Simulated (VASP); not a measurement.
The system is TiO.

```xyz
2
Lattice="3.0094 0.0000 0.0000 0.0000 3.0094 0.0000 0.0000 0.0000 3.6804" Properties=species:S:1:pos:R:3 pbc="T T T"
Ti    0.0000    0.0000    0.0000
O     0.0000    0.0000    1.8402
```

The cell was built by a generator and needn't be a form met in nature.

- Program: VASP 6.6.1
- Task: relaxation of cell and atoms
- Functional: PBEsol
- Potentials or basis: VASP PAW PBE potentials, release 64 (Ti_sv, O)
- Cutoff: 600 eV
- k mesh: 9 × 9 × 7
- Occupations: fermi-dirac, width 0.05 eV
- Spin: no spin polarisation

At the start: pressure -3.5 GPa; volume 16.67 Å³/atom.

**Question.** How do energy, volume and symmetry change on relaxing?

**Answer.** Over 10 steps the energy falls by 7.5 meV/atom and the volume is 15.85 Å³/atom (-4.9 %); space group P4/mmm (No. 123, to 0.05 Å).

Step by step:
| step | energy change (eV) | largest force (eV/Å) | pressure (GPa) | volume (Å³) |
| --- | --- | --- | --- | --- |
| 1 | 0.0000 | 0.0000 | -3.47 | 33.33 |
| 2 | 0.0421 | 0.0000 | 7.25 | 31.62 |
| 3 | -0.0064 | 0.0000 | -0.90 | 32.87 |
| 4 | -0.0133 | 0.0000 | -0.50 | 32.19 |
| 5 | -0.0150 | 0.0000 | -0.11 | 31.66 |
| 6 | -0.0150 | 0.0000 | -0.06 | 31.68 |
| 7 | -0.0146 | 0.0000 | -0.30 | 31.93 |
| 8 | -0.0150 | 0.0000 | -0.16 | 31.71 |
| 9 | -0.0149 | 0.0000 | 0.31 | 31.64 |
| 10 | -0.0150 | 0.0000 | -0.02 | 31.69 |

Final structure:
```
Ti O
1.0
     2.94420    0.00000    0.00000
     0.00000    2.94420    0.00000
     0.00000    0.00000    3.65618
Ti O
1 1
Direct
  0.00000 0.00000 0.00000
  0.00000 0.00000 0.50000
```

Caveat: the PAW data sets were made with another functional, which shifts forces and pressure a little.
